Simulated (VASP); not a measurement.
# A vacancy on the Ni site in a supercell of NiGe, part 2 of 2

How easily does a vacancy on the Ni site form in NiGe? The host is relaxed first, then a supercell is run with and without the defect. The start is a cell from a database of measured crystal structures.

VASP 6.6.1, plane waves and PAW; the level of theory is named at each step.

So far. Step 5 (Reference Ge): The run ended after 3 ionic steps, 0.001 eV below its first step, once forces and stress met EDIFFG = -0.02. Step 5 (Reference Ge): Energy at zero smearing: -27.71492 eV.

## 6. Relaxing the defect

This step: r2SCAN, spin-polarised from a ferromagnetic start; plane waves and PAW (Ge, Ni) (VASP 6.6.1).

System of this step: Ni15Ge16. The cell holds 31 atoms: 16 Ge and 15 Ni. Its edges and angles: a = 8.623 Å, b = 8.623 Å, c = 8.623 Å, α = 102.7°, β = 133.9°, γ = 95.0°. It derives from NiGe. Nearest the centre at fractional (0.529, 0.403, 0.623): Ge13 at 2.32 Å, Ge5 at 2.38 Å, Ge7 at 2.38 Å, Ge9 at 2.44 Å, Ge11 at 2.44 Å, Ge2 at 2.50 Å, Ni28 at 2.78 Å, Ni31 at 2.78 Å.

The host is treated as a metal, since its gap is under 0.3 eV or closed. The run keeps 2 symmetry operations, which cuts the number of k-points but bars distortions that break them. The atoms relax at the host's fixed cell.

The input, INCAR:

```
SYSTEM = Ni15Ge16
PREC = Normal
ENCUT = 300
EDIFF = 1E-05
NELM = 120
ISMEAR = 1
SIGMA = 0.2
LREAL = Auto
ALGO = Normal
METAGGA = R2SCAN
LASPH = .TRUE.
NBANDS = 128
ISPIN = 2
MAGMOM = 0 0 0 0 0 0 0 0 0 0 0 0 0 0 0 0 1 1 1 1 1 1 1 1 1 1 1 1 1 1 1
LMAXMIX = 4
LORBIT = 11
LWAVE = .FALSE.
LCHARG = .TRUE.
KPAR = 4
IBRION = 2
NSW = 50
ISIF = 2
EDIFFG = -0.03
POTIM = 0.4
MAXMIX = 40
ISYM = 2
```

The input, POSCAR:

```
Ni15Ge16
1.0
   -5.3873142646      3.3790111528      5.8243788237
    5.3873142646     -3.3790111528      5.8243788237
    5.3873142646      3.3790111528     -5.8243788237
Ge Ni
16 15
Direct
    0.8332732700      0.6130089100      0.5297356400
    0.3332732700      0.1130089100      0.5297356400
    0.3332732700      0.6130089100      0.0297356400
    0.8332732700      0.1130089100      0.0297356400
    0.1667267300      0.3869910900      0.4702643600
    0.6667267300      0.8869910900      0.4702643600
    0.6667267300      0.3869910900      0.9702643600
    0.1667267300      0.8869910900      0.9702643600
    0.3332732700      0.3035376300      0.2202643600
    0.8332732700      0.8035376300      0.2202643600
    0.8332732700      0.3035376300      0.7202643600
    0.3332732700      0.8035376300      0.7202643600
    0.6667267300      0.6964623700      0.7797356400
    0.1667267300      0.1964623700      0.7797356400
    0.1667267300      0.6964623700      0.2797356400
    0.6667267300      0.1964623700      0.2797356400
    0.0294335700      0.9026463600      0.6232127800
    0.0294335700      0.4026463600      0.1232127800
    0.5294335700      0.9026463600      0.1232127800
    0.4705664300      0.5973536400      0.3767872200
    0.9705664300      0.0973536400      0.3767872200
    0.9705664300      0.5973536400      0.8767872200
    0.4705664300      0.0973536400      0.8767872200
    0.5294335700      0.4062207900      0.1267872200
    0.0294335700      0.9062207900      0.1267872200
    0.0294335700      0.4062207900      0.6267872200
    0.5294335700      0.9062207900      0.6267872200
    0.4705664300      0.5937792100      0.8732127800
    0.9705664300      0.0937792100      0.8732127800
    0.9705664300      0.5937792100      0.3732127800
    0.4705664300      0.0937792100      0.3732127800
```

The input, KPOINTS:

```
Automatic mesh
0
Gamma
4 4 4
0 0 0
```

The projector-augmented-wave data sets are Ge and Ni (PBE family, release 64).

Launch:

```console
$ mpirun -np 4 vasp_std
```

It took 48 min on 4 MPI ranks of Intel Xeon 6975P-C (Granite Rapids), shared host; peak memory 3.5 GiB; 2.6 h of CPU time.

The run keeps the 2 symmetry operations of its start, so it cannot find a distortion of lower symmetry.

Step by step:

```csv
step,energy less that of the first step (eV),largest force (eV/Å)
1,0.0000,0.8383
2,-0.0668,0.6186
3,-0.1314,0.2235
4,-0.1513,0.1205
5,-0.1614,0.1975
6,-0.1734,0.1189
7,-0.1758,0.0935
8,-0.1807,0.0786
9,-0.1830,0.0813
10,-0.1851,0.0389
11,-0.1851,0.0390
12,-0.1860,0.0255
```

The atoms that moved most (Å):

```csv
atom,dx,dy,dz,length
Ge13,-0.153,0.000,-0.106,0.186
Ge11,0.066,-0.021,-0.036,0.078
Ge9,0.066,0.021,-0.036,0.078
Ge14,0.062,0.000,-0.044,0.076
Ge2,-0.034,0.000,0.064,0.073
Ni23,0.013,-0.068,0.010,0.070
Ni21,0.013,0.068,0.010,0.070
Ge5,0.001,0.058,0.020,0.062
```

The relaxed structure:

```cif
data_structure
_symmetry_space_group_name_H-M 'P 1'
_symmetry_Int_Tables_number 1
_cell_length_a 8.6235
_cell_length_b 8.6235
_cell_length_c 8.6235
_cell_angle_alpha 102.676
_cell_angle_beta 133.862
_cell_angle_gamma 95.028
_cell_volume 424.10
loop_
_atom_site_label
_atom_site_type_symbol
_atom_site_fract_x
_atom_site_fract_y
_atom_site_fract_z
_atom_site_occupancy
Ge1 Ge 0.83238 0.61338 0.53100 1
Ge2 Ge 0.33880 0.11539 0.52659 1
Ge3 Ge 0.33632 0.61458 0.02825 1
Ge4 Ge 0.82843 0.10830 0.02987 1
Ge5 Ge 0.17711 0.38879 0.47898 1
Ge6 Ge 0.66714 0.88766 0.47031 1
Ge7 Ge 0.65981 0.38879 0.96168 1
Ge8 Ge 0.16735 0.88766 0.97052 1
Ge9 Ge 0.33333 0.30663 0.22951 1
Ge10 Ge 0.83581 0.80546 0.22147 1
Ge11 Ge 0.82712 0.30663 0.72330 1
Ge12 Ge 0.33399 0.80546 0.71964 1
Ge13 Ge 0.65763 0.67317 0.76555 1
Ge14 Ge 0.16299 0.19846 0.78547 1
Ge15 Ge 0.16568 0.69592 0.28024 1
Ge16 Ge 0.67085 0.19753 0.27668 1
Ni17 Ni 0.02951 0.90177 0.62226 1
Ni18 Ni 0.02551 0.40008 0.12457 1
Ni19 Ni 0.53072 0.90417 0.12345 1
Ni20 Ni 0.46621 0.59984 0.37041 1
Ni21 Ni 0.98151 0.09940 0.38815 1
Ni22 Ni 0.97943 0.59984 0.88363 1
Ni23 Ni 0.46126 0.09940 0.86789 1
Ni24 Ni 0.53177 0.40786 0.13005 1
Ni25 Ni 0.02240 0.90293 0.11987 1
Ni26 Ni 0.02781 0.40786 0.62609 1
Ni27 Ni 0.53306 0.90293 0.63053 1
Ni28 Ni 0.47375 0.59560 0.87184 1
Ni29 Ni 0.96862 0.09253 0.87391 1
Ni30 Ni 0.96932 0.59194 0.37262 1
Ni31 Ni 0.47494 0.09741 0.37246 1
```

Numbers from this step:

```
electronic cycles                               : 75
electrons                                       : 214
free energy (TOTEN)                             : -408.3431 eV
energy at zero smearing                         : -408.3411 eV
Fermi energy                                    : 7.517 eV
labelled metallic, from the levels on this mesh : yes
```

The spin moment in the PAW sphere vanishes on all atoms.

Valence density in the ac plane at fractional y = 0.403, through the centre, with atoms of Ge and Ni within 0.45 Å of it. It is the smooth field of the valence electrons, not physical close to the nuclei.

Ten steps, logarithmic in the rise over the least value, from '_' (0 e/Å³) to '@' (11 e/Å³), each cell a mean:
```
::::..........::::----::::----..__::----::------
::::........::::::::::::::--::..::--::::::::----
::::......::::::....::::----::::--::::::::------
::::::::::::::......::::------::::....::--------
::::::::::::........::::::::::::....::::--------
::--====--::......::::::::::........::--------::
==**##++--::::::::::::............::::--------::
##@@%%**--::::::::::........__....::::----::--==
@@@@%%==--------::::....______....::::::::::==##
@@%%++----------::::....____........::::::--**@@
##++------::::--::....____..............::--**%%
==------..__::::::....................::::--++++
::----..__::--::......................::::------
::--::::::--::::....::::::..........::::::::::::
::----------::..::::::::::::......::::::::..::::
::--------::::::::------::::::::::::::........::
::--------::::----------::::::::::::::........::
::--====--::------------::--====--::........::::
==**##**----------------==**##**--::::..::::::::
##@@%%**--::------::--==##@@%%**--::::::::::::==
@@@@%%==::::::::::::==##@@@@%%==--::::::::--==##
@@%%++::::....::::--++%%@@%%++--------------**%%
##++::..........::--**%%##++------::------==**%%
==::..........::::--++++==------....--------++++
```
Columns run along a (8.6 Å), rows up along c (8.6 Å). Atoms in or near the plane, at fractional coordinates: Ge at (0.18, 0.48), Ge at (0.66, 0.96), Ni at (0.03, 0.12), Ni at (0.53, 0.13), Ni at (0.03, 0.63).

The run ended after 12 ionic steps, 0.186 eV below its first step, once the forces on the free atoms met EDIFFG = -0.03.

The 6 first neighbours (Ge) lie 2.41 Å from the site on average (2.32 to 2.50) in the perfect crystal and 2.33 Å on average after the relaxation (-3.2 %, spread from 2.14 to 2.45 Å).

## 7. Putting the energies together

This step: point defect, r2SCAN; plane waves and PAW (VASP 6.6.1).

Derived from the runs above.

Numbers from this step:

| Item | Value |
| --- | --- |
| formation energy of the neutral defect | 1.302 eV |
| host formation enthalpy | -0.2743 eV/atom |

Formation energy:

```csv
formation energy (eV),largest move (Å)
1.302,0.186
```

The formation energy is the energy of the relaxed defect cell less that of the perfect cell, with each removed atom booked to its reference and each added atom taken from it.

References, in eV an atom: Ni -11.943 (crystal Fm-3m) and Ge -13.857 (crystal Fd-3m). They were run at the supercell's cutoff and functional, without U, and count both elements from their own phases.

## 8. What came out

```
formation energy at charge 0 : 1.302 eV
host formation enthalpy      : -0.274 eV/atom
```

A vacancy on the Ni site costs 1.30 eV, with every exchanged atom at the energy of its element. The 6 first neighbours (Ge) lie 2.41 Å from the site on average (2.32 to 2.50) in the perfect crystal and 2.33 Å on average after the relaxation (-3.2 %, spread from 2.14 to 2.45 Å). With metallic smearing the value can move by tenths of an eV with the k mesh. The supercell of 32 atoms is small, so interactions between images remain.

[Lines on the potential files, build, host, timing and source positions are cut from VASP's logs without a mark.]

[Logs are printed without paths, hosts, clocks, repeated set-up lines and the standing remarks that a program may print on its own settings, such as how far it seeks lower states.]

[Hosts, paths, dates, database ids (printed as entryN), source tags and the programs' standing remarks are cut or masked in the printed files.]

[In band tables of VASP the shares of atoms and orbitals are scaled to a sum of 1 inside the atoms' spheres.]

[Runs that stopped without an error message from VASP are left out.]
